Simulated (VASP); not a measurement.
Wanted: the native input for a VASP 6.6.1 run.

```
Task                   : relaxation of cell and atoms
Functional             : r2SCAN
Dispersion             : rVV10
Potentials or basis    : VASP PAW PBE potentials, release 64 (C)
Cutoff                 : 600 eV
k mesh                 : 15 × 15 × 1
Occupations            : gaussian, width 0.03 eV
Spin                   : no spin polarisation
Further INCAR settings : ALGO = Normal; EDIFF = 1e-06; IBRION = 2; EDIFFG = -0.01; NSW = 90; ISIF = 3
```

The structure of C lies in POSCAR:

```
C
1.0
    2.4700000000      0.0000000000      0.0000000000
   -1.2350000000      2.1390827500      0.0000000000
    0.0000000000      0.0000000000     18.0339500000
C
2
Direct
    0.0000000000      0.0000000000      0.4990587200
    0.6666666700      0.3333333300      0.5009412800
```

The slab is cut from a database's or a generator's crystal, which needn't be the stable form of the element.

One way to write it, as run:

INCAR

```
SYSTEM = C
PREC = Accurate
ENCUT = 600
EDIFF = 1E-6
ISMEAR = 0
SIGMA = 0.03
LREAL = .FALSE.
LASPH = .TRUE.
NELM = 120
ALGO = Normal
ISIF = 3
LWAVE = .FALSE.
LCHARG = .FALSE.
METAGGA = R2SCAN
LMIXTAU = .TRUE.
LUSE_VDW = .TRUE.
IVDW_NL = 2
BPARAM = 11.95
CPARAM = 0.0093
IBRION = 2
NSW = 90
EDIFFG = -0.01
LATTICE_CONSTRAINTS = .TRUE. .TRUE. .FALSE.
```

KPOINTS

```
regular mesh
0
G
  15 15 1
  0 0 0
```

Potentials or basis: VASP PAW PBE potentials, release 64 (C).

Command:

```sh
$ cat potpaw_PBE.64/C/POTCAR > POTCAR
$ mpirun -np 1 vasp_std > vasp.out
```

Results of the run:

| Item | Value |
| --- | --- |
| Relaxed volume | 47.12 Å³/atom |
| Relaxed cell | a = 2.457 Å, b = 2.457 Å, c = 18.034 Å, α = 90.00°, β = 90.00°, γ = 120.00° |
| Space group after relaxing (to 0.05 Å) | P6/mmm (No. 191) |
| Energy gained by relaxing | 7.1 meV/atom |
| Ionic steps | 5 |
| Largest force after relaxing | 0.004 eV/Å |
| Band gap on the k mesh | none (metal or under the smearing width) |

Caveat: the PAW data sets were made with another functional, which shifts forces and pressure a little.

Wall time 13 min on 1 thread of Intel(R) Xeon(R) 6975P-C (Granite Rapids), on a shared host, peak memory 0.46 GiB.
